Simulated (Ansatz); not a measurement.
TaSi2:

```
Ta Si
1.0
     4.78390    0.00000    0.00000
    -2.39195    4.14298    0.00000
     0.00000    0.00000    6.57000
Ta Si
3 6
Direct
  0.00000 0.50000 0.33333
  0.50000 0.50000 0.66667
  0.50000 0.00000 0.00000
  0.31794 0.15897 0.33333
  0.15897 0.84103 0.66667
  0.84103 0.68206 0.00000
  0.68206 0.84103 0.33333
  0.84103 0.15897 0.66667
  0.15897 0.31794 0.00000
```

* Program: Ansatz 0.2.0
* Task: relaxation of cell and atoms
* Functional: LDA
* Potentials or basis: Ansatz PAW
* Cutoff: 420 eV (not typed: the program's choice for these potentials)
* k mesh: 7 × 7 × 4
* Occupations: fermi-dirac, width 0.05 eV
* Spin: no spin polarisation

At the start: volume 14.47 Å³/atom.

**Question.** Where does the relaxation end?

**Answer.** It ends after 5 steps and the volume is 14.04 Å³/atom (-3.0 %); space group P6_422 (No. 181, to 0.05 Å).

Step by step:
```tsv
step	energy change (eV)	largest force (eV/Å)	volume (Å³)
1	0.0000	0.0707	130.21
2	-0.0262	0.1536	123.53
3	-0.0735	0.0116	126.53
4	-0.0737	0.0062	126.36
5	-0.0726	0.0062	126.36
```

Final structure:
```
Ta Si
1.0
     4.72863    0.00000    0.00000
    -2.36432    4.09512    0.00000
     0.00000    0.00000    6.52553
Ta Si
3 6
Direct
  0.00000 0.50000 0.33333
  0.50000 0.50000 0.66667
  0.50000 0.00000 0.00000
  0.31947 0.15973 0.33333
  0.15973 0.84027 0.66667
  0.84027 0.68053 0.00000
  0.68053 0.84027 0.33333
  0.84027 0.15973 0.66667
  0.15973 0.31947 0.00000
```

Caveat: the plane-wave basis is chosen anew once the cell has moved, so the energies of steps on either side of that aren't comparable; the PAW data sets come from PBE, with cores solved anew for the run's functional, which leaves a small shift of forces and pressure.
